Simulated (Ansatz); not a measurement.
**PbSe under changes of volume**

One of the cells (27.098 Å³/atom); the others are scaled copies at fixed shape and fractional positions:

```
Pb Se
1.0
     3.78432    0.00000    0.00000
     0.00000    3.78432    0.00000
     0.00000    0.00000    3.78432
Pb Se
1 1
Cartesian
  0.0000 0.0000 0.0000
  1.8922 1.8922 1.8922
```

Measurements of this composition are mostly on another form, of space group No. 225.

```yaml
Program: Ansatz 0.2.0
Functional: LDA
Potentials_or_basis: Ansatz PAW
Cutoff: "420 eV (not typed: the program's choice for these potentials)"
k_mesh: 7 × 7 × 7
Occupations: fermi-dirac, width 0.05 eV
Spin: no spin polarisation
```

```csv
volume (Å³/atom),energy over the lowest point (meV/atom),pressure (GPa)
25.472,0.00,-1.9
26.014,8.38,-3.0
26.556,20.21,-4.0
27.098,35.10,-4.8
27.640,52.71,-5.6
28.182,?,?
28.724,94.76,-6.8
```

What does the run at 28.182 Å³/atom give?

Energy over the lowest point 72.69 meV/atom; pressure -6.2 GPa.

Worked out: A Birch-Murnaghan fit of order 3 (a polynomial in V^(-2/3)) to the other rows has no minimum within the range. It gives 72.68 meV/atom at 28.182 Å³/atom, against the run's 72.69, and -dE/dV = -6.2 GPa, against -6.2.

Energies are extrapolated to zero smearing.

Caveats: the PAW data sets come from PBE, with cores solved anew for the run's functional, which leaves a small shift of forces and pressure.
